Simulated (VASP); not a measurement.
## A VASP 6.6.1 single-point calculation on KI

INCAR

```
SIGMA = 0.1
NSW = 0
ADDGRID = .TRUE.
NBANDS = 15
LREAL = .FALSE.
GGA = PE
IBRION = -1
ENCUT = 520
ISIF = 2
PREC = Accurate
LWAVE = .FALSE.
LCHARG = .FALSE.
LASPH = .TRUE.
EDIFF = 1E-7
NELM = 99
ISMEAR = 0
```

KPOINTS

```
KPOINTS created by Atomic Simulation Environment
0
Gamma
6 6 6
0 0 0
```

POSCAR

```
K  I
 1.0000000000000000
     4.2910852517201423   -0.0000000000000000   -0.0000000000000000
    -0.0000000000000000    4.2910852517201423    0.0000000000000000
    -0.0000000000000000    0.0000000000000000    4.2910852517201423
 K   I
   1   1
Cartesian
  0.0000000000000000 -0.0000000000000000 -0.0000000000000000
  2.1455426258600712  2.1455426258600712  2.1455426258600712
```

The recommended PBE PAW datasets give the neutral cell 16 valence electrons.

Command

```
mpirun -np 1 vasp_std
```

OSZICAR

```
N       E                     dE             d eps       ncg     rms          rms(c)
DAV:   1     0.852749093466E+02    0.85275E+02   -0.65439E+03   600   0.917E+02
DAV:   2    -0.433946322482E+00   -0.85709E+02   -0.79919E+02   790   0.212E+02
DAV:   3    -0.534892333631E+01   -0.49150E+01   -0.48958E+01   884   0.438E+01
DAV:   4    -0.552730751236E+01   -0.17838E+00   -0.17836E+00   865   0.751E+00
DAV:   5    -0.552964446522E+01   -0.23370E-02   -0.23369E-02   912   0.856E-01    0.269E+00
DAV:   6    -0.543778764893E+01    0.91857E-01   -0.65777E-02   754   0.174E+00    0.193E+00
DAV:   7    -0.541816092909E+01    0.19627E-01   -0.89597E-02   803   0.173E+00    0.738E-01
DAV:   8    -0.542064611141E+01   -0.24852E-02   -0.13103E-02   644   0.759E-01    0.154E-01
DAV:   9    -0.542078857924E+01   -0.14247E-03   -0.59237E-04   866   0.163E-01    0.720E-02
DAV:  10    -0.542084266096E+01   -0.54082E-04   -0.90593E-05   713   0.612E-02    0.157E-02
DAV:  11    -0.542085877144E+01   -0.16110E-04   -0.25938E-05   712   0.331E-02    0.187E-02
DAV:  12    -0.542085836351E+01    0.40793E-06   -0.57142E-07   831   0.565E-03    0.126E-02
DAV:  13    -0.542085816050E+01    0.20301E-06   -0.30322E-07   754   0.305E-03    0.446E-03
DAV:  14    -0.542085806001E+01    0.10049E-06   -0.15191E-07   781   0.193E-03    0.981E-04
DAV:  15    -0.542085804642E+01    0.13589E-07   -0.11029E-08   496   0.676E-04
   1 F= -.54208580E+01 E0= -.54208580E+01  d E =-.213442E-13
```

From OUTCAR

```
k-points           NKPTS =     20   k-points in BZ     NKDIM =     20   number of bands    NBANDS=     15

   NELECT =      16.0000    total number of electrons

   dimension x,y,z NGX =    32 NGY =   32 NGZ =   32
   dimension x,y,z NGXF=    64 NGYF=   64 NGZF=   64

  energy-cutoff  :      520.00
  volume of cell :       79.01
      direct lattice vectors                 reciprocal lattice vectors
     4.291085252  0.000000000  0.000000000     0.233041280  0.000000000  0.000000000
     0.000000000  4.291085252  0.000000000     0.000000000  0.233041280  0.000000000
     0.000000000  0.000000000  4.291085252     0.000000000  0.000000000  0.233041280

 k-points in reciprocal lattice and weights: KPOINTS created by Atomic Simulation Env
   0.00000000  0.00000000  0.00000000       0.005
   0.16666667  0.00000000  0.00000000       0.028
   0.33333333  0.00000000  0.00000000       0.028
   0.50000000  0.00000000  0.00000000       0.014
   0.16666667  0.16666667  0.00000000       0.056
   0.33333333  0.16666667  0.00000000       0.111
   0.50000000  0.16666667  0.00000000       0.056
   0.33333333  0.33333333  0.00000000       0.056
   ...

 E-fermi :   1.3755

 k-point     1 :       0.0000    0.0000    0.0000
  band No.  band energies     occupation
      1     -28.4959      2.00000
      2     -11.9490      2.00000
      3     -11.9490      2.00000
      4     -11.9490      2.00000
      5     -10.2774      2.00000
      6       0.5212      2.00000
      7       0.5212      2.00000
      8       0.5212      2.00000
      9       4.2126      0.00000
     10       5.6470      0.00000
     11       5.6470      0.00000
     12       9.2702      0.00000
     13       9.2702      0.00000
     14       9.2702      0.00000
     15      11.3559      0.00000

 k-point     2 :       0.1667    0.0000    0.0000
  band No.  band energies     occupation
      1     -28.4948      2.00000
      2     -11.9929      2.00000
      3     -11.9462      2.00000
      4     -11.9462      2.00000
      5     -10.2014      2.00000
      6      -0.1210      2.00000
      7       0.5397      2.00000
      8       0.5397      2.00000
      9       4.7889      0.00000
     10       5.8451      0.00000
     11       6.3096      0.00000
     12       9.1813      0.00000
     13       9.1813      0.00000
     14       9.3806      0.00000
     15      10.4120      0.00000

 k-point     3 :       0.3333    0.0000    0.0000
  band No.  band energies     occupation
      1     -28.4924      2.00000
      2     -12.0739      2.00000
      3     -11.9404      2.00000
      4     -11.9404      2.00000
      5     -10.0506      2.00000
      6      -1.0368      2.00000
      7       0.5769      2.00000
      8       0.5769      2.00000
      9       5.7376      0.00000
     10       6.4208      0.00000
     11       7.5898      0.00000
     12       8.9179      0.00000
     13       9.1699      0.00000
     14       9.1699      0.00000
     15       9.6421      0.00000

 ...

  Total        0.2479543      0.2479543      0.2479543     -0.0000000      0.0000000     -0.0000000
  in kB        5.0278325      5.0278325      5.0278325     -0.0000000      0.0000000     -0.0000000
  external PRESSURE =       5.0278325 kB  Pullay stress =       0.0000000 kB

 POSITION                                       TOTAL-FORCE (eV/Angst)
 -----------------------------------------------------------------------------------
      0.00000      0.00000      0.00000         0.000000      0.000000      0.000000
      2.14554      2.14554      2.14554         0.000000      0.000000      0.000000
 -----------------------------------------------------------------------------------
    total drift:                                0.000000      0.000000     -0.000000

  FREE ENERGIE OF THE ION-ELECTRON SYSTEM (eV)
  ---------------------------------------------------
  free  energy   TOTEN  =        -5.4208580464 eV

  energy  without entropy=       -5.4208580464  energy(sigma->0) =       -5.42085805
```

It converged. Results: gap between bands v and c on the k mesh 3.33 eV; least direct gap on the k mesh 3.69 eV; pressure 0.5 GPa. Band v is the last that the valence electrons fill when counted band by band, and c is the next.

For comparison, a separate PBE run of the intended cell, on usual settings and not on those above, gives a gap of 3.33 eV on its mesh and a pressure of 0.5 GPa.

The run above took about 25 s on one core of a shared host (Intel Xeon Platinum 8488C) and held 0.25 GiB at most.
